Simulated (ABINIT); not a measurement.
Runs of ABINIT 10.8.3 (patched build) on Os. The structure is hexagonal, space group P6_3/mmc (No. 194). Conventional cell: a = 2.734 Å, b = 2.734 Å, c = 4.320 Å, α = 90.00°, β = 90.00°, γ = 120.00°. Os (site symmetry -6m2) has 12 Os at 2.68 to 2.73 Å as nearest neighbours. 

```csv
task,level,potentials or basis,spin,k mesh,cutoff (eV),fine-grid cutoff,mesh quality,gap on the mesh (eV),pressure (GPa),V0 of scaled cells (Å³/atom),B0 (GPa)
equation of state,PBEsol,JTH PAW PBE v2.0,off,11 × 11 × 6,408,816.342 eV,not flagged,-,-,13.92,(c)
single point,r2SCAN,JTH PAW PBE v2.0,off,9 × 9 × 5,490,979.61 eV,not flagged,none,2.0,-,-
equation of state,WC,JTH PAW PBE v2.0,off,11 × 11 × 6,408,816.342 eV,not flagged,-,-,14.01,430
equation of state,LDA-VWN,JTH PAW LDA v2.0,off,11 × 11 × 6,408,816.342 eV,not flagged,-,-,13.70,(d)
band structure,revPBE,JTH PAW PBE v2.0,off,11 × 11 × 6,408,816.342 eV,not flagged,none,(b),-,-
band structure,LDA-VWN,JTH PAW LDA v2.0,"SOC, no magnetisation",11 × 11 × 6,408,816.342 eV,not flagged,none,-9.0,-,-
single point,PBEsol,JTH PAW PBE v2.0,off,7 × 7 × 4,408,816.342 eV,coarse,none,(a),-,-
equation of state,BP86,JTH PAW PBE v2.0,off,11 × 11 × 6,408,816.342 eV,not flagged,-,-,14.38,393
```

Alike in all rows: cell as given; smearing fermi-dirac 0.05 eV.

Question: Estimate the missing entries.

Answer: (a) -1.6; (b) 11.7; (c) 438; (d) 455.

Caveats: some runs use coarse meshes; the PAW data sets were made with another functional, which shifts forces and pressure a little (some runs); pressures at fixed basis lie under the slope of the energies (some runs); the cell was scaled at fixed shape and fractional positions, which overstates the stiffness of a crystal with free parameters, most of all of layers and chains (some runs); the atomic spheres overlap (some runs); spin-orbit coupling is left out, which moves the levels of the heavy elements (some runs).

A k mesh can miss the band edges, and rows without SOC leave out spin-orbit coupling on Os.

A gap of «none» marks a metal or a gap under the smearing width.
